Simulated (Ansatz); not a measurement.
# TiO2 monolayer (2H): modes against uniaxial strain along the armchair direction, normal to a, with the width clamped, part 2 of 2

Aim: how do the optical modes of TiO2 monolayer (2H) shift and split under this strain?

Ansatz 0.2.0; DFT PBE, scalar-relativistic, plane waves, PAW; PAW set soft_1.

So far, highest optical mode at the zone centre (no LO-TO term) (cm⁻¹): step 5 (modes at rest) 718.

## Step 6: Relaxation of a member: uniaxial strain of +5 % along the armchair direction, normal to a, with the width clamped

The cell takes a uniaxial strain of +5 % along the armchair direction, normal to a, with the width clamped. The cell is held, and the atoms relax in it.

input.yaml

```yaml
crystal:
  lattice:
    - [2.8816503617, 0.0, 0.0]
    - [-1.4408251808, 2.620361539, 0.0]
    - [0.0, 0.0, 28.7]
  atoms:
    - { symbol: Ti, position: [0.3318187424, 0.6636374847, 0.3484320557] }
    - { symbol: O, position: [0.6674239622, 0.3348479244, 0.3874579246] }
    - { symbol: O, position: [0.6674239622, 0.3348479244, 0.3094061868] }
  periodic: [true, true, false]
kpoints:
  mp_grid: { grid: [12, 12, 1] }
hamiltonian:
  xc: pbe
  pseudopotentials: { kind: paw, azcp: { folder: soft_1 } }
scf:
  occupations: { method: gaussian, width: 0.02 }
output:
  forces: true
  stress: true
  eigenvalues: true
relax:
  adjacent_minimum: "off"
  f_tol: 0.001
  max_steps: 60
```

Command:

```bash
> ansatz run input.yaml --threads 4 --pin off --max-ram 16384MiB --backend cpu --events-out ev --progress --plain --runs-dir out
```

Numbers of over 12 decimals in the logs are rounded to 6 here.

What it wrote:

```text
[...]
F+E_penalty+E_count = -3636.88035078 eV   max|allowed force component| = 8.466e-5 eV/Å
  cell:  # Å, volume = 216.7127 Å³
    - [2.8816503617, -2.749295576861492e-11, 0.0]
    - [-1.440825180825, 2.620362, 0.0]
    - [0.0, 0.0, 28.7]
  atoms:
    - { symbol: Ti, position: [0.330945, 0.661890, 0.3484320557] }
    - { symbol: O, position: [0.667861, 0.335722, 0.387418] }
    - { symbol: O, position: [0.667861, 0.335722, 0.309446] }
[key lines of the parts left out:]
SCF converged after 2 iterations
Free energy (F): -3636.880351 eV
Fermi energy:    -7.827879 eV
P = ½ c Tr σ = -5.3167 N/m
```

The job ended after 34 s (4 threads of Arm Neoverse N1, shared host; peak memory 0.54 GiB).

No atom moved by 0.005 Å in the relaxation.

Numbers from this step:

```
gap on the k-mesh : 0.9668 eV
area per atom     : 2.517 Å²
```

The largest force component left is 0.085 meV/Å.

## Step 7: Modes of this member: uniaxial strain of +5 % along the armchair direction, normal to a, with the width clamped

The zone-centre modes follow for uniaxial strain of +5 % along the armchair direction, normal to a, with the width clamped.

input.yaml, the sections that differ from step 6:

```yaml
crystal:
  lattice:
    - [2.8816503617, 0.0, 0.0]
    - [-1.4408251808, 2.620361539, 0.0]
    - [0.0, 0.0, 28.7]
  atoms:
    - { symbol: Ti, position: [0.3309449651, 0.6618899302, 0.3484320557] }
    - { symbol: O, position: [0.6678608508, 0.3357217017, 0.3874180377] }
    - { symbol: O, position: [0.6678608508, 0.3357217017, 0.3094460737] }
  periodic: [true, true, false]
scf:
  occupations: { method: fixed }
output:
  eigenvalues: true
phonons:
  method: dfpt
# kpoints, hamiltonian: as in step 6
# relax: removed
```

What it wrote:

```text
[...]
Crystal: 3 atoms, lattice volume = 216.713 Å³
Basis set: ecut = 420 eV, 4155 PW (Γ), exchange–correlation on 40×40×384 points (8 copies of the dense FFT grid, shifted against one another)
Bands: 16, of which v1, the nominal top of the filled ones, is band 12 counted from 1 (11 counted from 0)
Symmetry: 4 space group operations
k-points: 43 of 144 (irreducible under 2 space group operations, time reversal used)
[...]
SCF iter   1: F=—  HF=-3641.271459 eV  |F-HF|=—  |Δ(HF+E_count)|=         —  Δρ=9.11e-2  dr2=2.07e1  ethr=3.10e-3  ⟨swp⟩=7.1  Hψ=4192  notcnv=0  defer=44
[...]
SCF iter  16: F=-3636.880351 eV  HF=-3636.880351 eV  |F-HF|=1.03e-10  |Δ(HF+E_count)|=   1.72e-9  Δρ=8.69e-8  dr2=9.63e-12  ethr=1.00e-12  ⟨swp⟩=15.6  Hψ=7590  notcnv=0
SCF 1 converged in 16 iterations: F = -3636.880351 eV  dr2 = 9.63e-12
[...]
SCF converged after 16 iterations
Free energy (F): -3636.880351 eV
[...]
Internal energy: -3636.880351 eV  (E = F + TS)
E sigma→0 (E₀):  -3636.880351 eV
Fermi energy:    -8.311245 eV
[...]
--- Band table (eV; the first three rows and the last of 43) ---
  k-point 0: bands = [... 8 lower, -11.1864, -10.0937, -10.0062, -8.5293, -5.4327, -4.7398, -4.4733, -4.3043]
  k-point 1: bands = [... 8 lower, -11.1150, -10.1716, -10.1498, -8.4683, -5.6379, -4.7709, -4.4134, -4.3221]
  k-point 2: bands = [... 8 lower, -10.9163, -10.4821, -10.3721, -8.3928, -6.1074, -4.7648, -4.4207, -4.3262]
  k-point 42: bands = [... 8 lower, -11.4357, -10.6806, -10.5185, -8.4831, -7.3445, -5.1445, -4.2144, -4.1957]
[...]
ASR residual: 2.095e-4 → 0.000e0 eV/Å²; symmetrization residual: 5.926e-6 eV/Å²
[...]
ASR residual per site (eV/Å²): 7.94e-5 2.10e-4 1.07e-4
  Γ frequencies (cm⁻¹): -347.34 -337.60 0.00 0.00 0.00 357.63 371.68 563.73 711.88
[...]
```

The job ended after 72 s (4 threads; peak memory 0.87 GiB).

Numbers from this step:

```yaml
sum_rule_residual_before_enforcement: 2.10e-4 eV/Å²
point_group: mm2
highest_optical_mode_at_the_zone_centre_no_lo_to_term: 711.9 cm⁻¹
lowest_optical_zone_centre_mode: -347.3 cm⁻¹
```

Without the LO-TO term. Patterns of degenerate modes are one choice out of their space. The modes at Γ (shares of kinetic energy by element, %) (negative means imaginary):

```csv
mode,frequency (cm⁻¹),symmetry,Ti %,O %
1,-347.3,A2,0,100
2,-337.6,B1,0,100
3,0.0,acoustic,60,40
4,0.0,acoustic,60,40
5,0.0,acoustic,60,40
6,357.6,A1,40,60
7,371.7,B2,40,60
8,563.7,B1,40,60
9,711.9,A1,0,100
```

Displacements in mode 1 (-347.3 cm⁻¹), the largest set to 1:
```
Ti1  0.00  0.00  0.00
O2   1.00  0.00  0.00
O3  -1.00  0.00  0.00
```

Displacements in mode 9 (711.9 cm⁻¹), the largest set to 1:
```
Ti1  0.00 -0.03  0.00
O2   0.00  0.04 -1.00
O3   0.00  0.04  1.00
```

The lowest optical mode is imaginary, 347.3i cm⁻¹, so the energy falls along it, and the highest lies at 711.9 cm⁻¹.

## Step 8: Relaxation of a member: uniaxial strain of -3 % along the armchair direction, normal to a, with the width clamped

The cell takes a uniaxial strain of -3 % along the armchair direction, normal to a, with the width clamped. The cell is held, and the atoms relax in it.

input.yaml

```yaml
crystal:
  lattice:
    - [2.8816503617, 0.0, 0.0]
    - [-1.4408251808, 2.4207149455, 0.0]
    - [0.0, 0.0, 28.7]
  atoms:
    - { symbol: Ti, position: [0.3330884994, 0.6661769987, 0.3484320557] }
    - { symbol: O, position: [0.6667890836, 0.3335781673, 0.3878195782] }
    - { symbol: O, position: [0.6667890836, 0.3335781673, 0.3090445333] }
  periodic: [true, true, false]
kpoints:
  mp_grid: { grid: [12, 12, 1] }
hamiltonian:
  xc: pbe
  pseudopotentials: { kind: paw, azcp: { folder: soft_1 } }
scf:
  occupations: { method: gaussian, width: 0.02 }
output:
  forces: true
  stress: true
  eigenvalues: true
relax:
  adjacent_minimum: "off"
  f_tol: 0.001
  max_steps: 60
```

What it wrote:

```text
[...]
Crystal: 3 atoms, lattice volume = 200.201 Å³
Basis set: ecut = 420 eV, 3935 PW (Γ), exchange–correlation on 40×40×384 points (8 copies of the dense FFT grid, shifted against one another)
Bands: 16, of which v1, the nominal top of the filled ones, is band 12 counted from 1 (11 counted from 0)
Symmetry: 4 space group operations
[...]
--- Relaxed structure (5 steps of the walk, 5 accepted, 0 SCFs on fresh bases) ---
  F+E_penalty+E_count = -3636.93156137 eV   max|allowed force component| = 1.515e-4 eV/Å
  cell:  # Å, volume = 200.2013 Å³
    - [2.8816503617, -2.976041603883538e-11, 0.0]
    - [-1.440825180825, 2.420715, 0.0]
    - [0.0, 0.0, 28.7]
  atoms:
    - { symbol: Ti, position: [0.332749, 0.665497, 0.348432] }
    - { symbol: O, position: [0.666959, 0.333918, 0.387894] }
    - { symbol: O, position: [0.666959, 0.333918, 0.308970] }
[key lines of the parts left out:]
SCF converged after 5 iterations
Free energy (F): -3636.931561 eV
Fermi energy:    -7.997760 eV
P = ½ c Tr σ = 4.0162 N/m
```

It took 34 s on 4 threads; peak memory 0.52 GiB.

Hardly anything moved in the relaxation; the energy changed by under 0.2 meV an atom.

This step gave:

```
gap on the k-mesh : 1.307 eV
area per atom     : 2.325 Å²
```

The largest force component left is 0.15 meV/Å.

## Step 9: Zone-centre modes of the member: uniaxial strain of -3 % along the armchair direction, normal to a, with the width clamped

The zone-centre modes follow for uniaxial strain of -3 % along the armchair direction, normal to a, with the width clamped.

input.yaml, the sections that differ from step 8:

```yaml
crystal:
  lattice:
    - [2.8816503617, 0.0, 0.0]
    - [-1.4408251808, 2.4207149455, 0.0]
    - [0.0, 0.0, 28.7]
  atoms:
    - { symbol: Ti, position: [0.3327486664, 0.6654973327, 0.3484320557] }
    - { symbol: O, position: [0.6669590001, 0.3339180003, 0.3878943932] }
    - { symbol: O, position: [0.6669590001, 0.3339180003, 0.3089697183] }
  periodic: [true, true, false]
scf:
  occupations: { method: fixed }
output:
  eigenvalues: true
phonons:
  method: dfpt
# kpoints, hamiltonian: as in step 8
# relax: removed
```

What it wrote:

```text
[...]
Crystal: 3 atoms, lattice volume = 200.201 Å³
Basis set: ecut = 420 eV, 3935 PW (Γ), exchange–correlation on 40×40×384 points (8 copies of the dense FFT grid, shifted against one another)
Bands: 16, of which v1, the nominal top of the filled ones, is band 12 counted from 1 (11 counted from 0)
Symmetry: 4 space group operations
[...]
k-point 2: bands = [... 8 lower, -11.2148, -10.7024, -10.5811, -8.6940, -6.1444, -4.4247, -4.2450, -3.9112]
  k-point 42: bands = [... 8 lower, -11.5736, -10.8042, -10.5336, -8.9137, -7.3201, -4.9139, -3.7461, -3.5797]
[...]
ASR residual: 5.135e-5 → 0.000e0 eV/Å²; symmetrization residual: 5.032e-6 eV/Å²
[...]
ASR residual per site (eV/Å²): 1.71e-5 5.13e-5 4.47e-5
  Γ frequencies (cm⁻¹): -276.38 -264.72 0.00 0.00 0.00 425.19 428.73 631.23 721.68
[...]
[key lines of the parts left out:]
SCF converged after 16 iterations
Free energy (F): -3636.931561 eV
Fermi energy:    -8.651238 eV
```

Elapsed: 68 s, on 4 threads; peak memory 0.83 GiB; 4.4 min of CPU time.

This step gave:

| Item | Value |
| --- | --- |
| sum-rule residual before enforcement | 5.13e-5 eV/Å² |
| highest optical mode at the zone centre (no LO-TO term) | 721.7 cm⁻¹ |
| lowest optical zone-centre mode | -276.4 cm⁻¹ |

Without the LO-TO term. Patterns of degenerate modes are one choice out of their space. Modes at Γ, with each element's share of the kinetic energy (negative means imaginary):

```csv
mode,frequency (cm⁻¹),symmetry,Ti %,O %
1,-276.4,B1,0,100
2,-264.7,A2,0,100
3,0.0,acoustic,60,40
4,0.0,acoustic,60,40
5,0.0,acoustic,60,40
6,425.2,B2,40,60
7,428.7,A1,40,60
8,631.2,B1,40,60
9,721.7,A1,0,100
```

The lowest optical mode is imaginary, 276.4i cm⁻¹, so the energy falls along it, and the highest lies at 721.7 cm⁻¹.

## Step 10: All members side by side

The members are set side by side, also those not shown above.

Energies are extrapolated to zero smearing, and E0 is that at rest; imaginary frequencies occur in the series; the cell is clamped and the atoms are relaxed. State of the crystal along the series:

```csv
strain (%),E - E0 (meV/atom),gap on mesh (eV)
-3,12.17,1.307
-2,5.325,1.277
-1,1.304,1.247
0,0,1.218
1,1.268,1.172
2,4.983,1.123
3,10.99,1.072
4,19.14,1.019
5,29.24,0.9668
```

Optical modes are counted from below at rest and tracked from member to member by their patterns, and modes that stay within 0.3 cm⁻¹ of each other stand once; labels, where given, are those at rest, then, where named, those of the strained cell; imaginary frequencies occur in the series; the cell is clamped and the atoms are relaxed. Optical modes along the series:

```csv
strain (%),optical mode 1 E'' to A2 single part (cm⁻¹),optical mode 2 E'' single part (cm⁻¹),optical mode 3 E' to A1 single part (cm⁻¹),optical mode 4 E' single part (cm⁻¹),optical mode 5 A2'' (cm⁻¹),optical mode 6 A1' to A1 (cm⁻¹)
-3,-264.7,-276.4,428.7,425.2,631.2,721.7
-2,-277.5,-284.3,421.6,418.5,621.8,720.4
-1,-289.4,-292.4,413.7,411.8,612.5,719.1
0,-300.6,-300.6,405.1,405.1,603.3,717.8
1,-311.2,-308.7,396.1,398.5,594.4,716.6
2,-321.1,-316.6,386.6,391.8,585.9,715.4
3,-330.5,-324.2,377,385.1,577.8,714.2
4,-339.2,-331.2,367.2,378.4,570.4,713
5,-347.3,-337.6,357.6,371.7,563.7,711.9
```

Value and slope at zero strain of a cubic (a lower polynomial where under five rows exist) through the rows within 2 % of rest. Slopes at rest:

```csv
mode,frequency (cm⁻¹),shift per percent of strain (cm⁻¹)
optical mode 3 E' to A1 single part,405.1,-8.83
optical mode 4 E' single part,405.1,-6.66
optical mode 5 A2'',603.3,-9.05
optical mode 6 A1' to A1,717.8,-1.26
```

## Step 11: What came out

* members: 9
* highest optical mode at the zone centre (no LO-TO term), at rest: 717.8 cm⁻¹
* optical mode 3 E' to A1 single part, shift per percent: -8.83 cm⁻¹
* optical mode 4 E' single part, shift per percent: -6.66 cm⁻¹
* optical mode 5 A2'', shift per percent: -9.05 cm⁻¹
* optical mode 6 A1' to A1, shift per percent: -1.26 cm⁻¹

**Reading.** The strain lowers the symmetry: the level at 405.1 cm⁻¹ splits, into 357.6 and 371.7 cm⁻¹ at +5 %. The fastest shift in the table of slopes is -9.1 cm⁻¹ for each percent (optical mode 5 A2''). The width is clamped, so the contraction across the strain that a free sheet shows is left out. A mode is imaginary at strain (%) -3, -2, -1, 0, 1, 2, 3, 4 and 5, where this structure is not a minimum. These are harmonic frequencies at zero temperature: anharmonic shifts, linewidths and thermal expansion are left out. The starting cell was built on a prototype and not taken from a measurement. Only the zone centre was solved, so an instability at another wavevector cannot show here. In a sheet the LO-TO splitting vanishes at the zone centre, so no such term is missing here.

[Logs are printed without paths, hosts, clocks, repeated set-up lines and the standing remarks that a program may print on its own settings, such as how far it seeks lower states.]

[Hosts, paths, dates, database ids (printed as entryN), source tags and the programs' standing remarks are cut or masked in the printed files.]
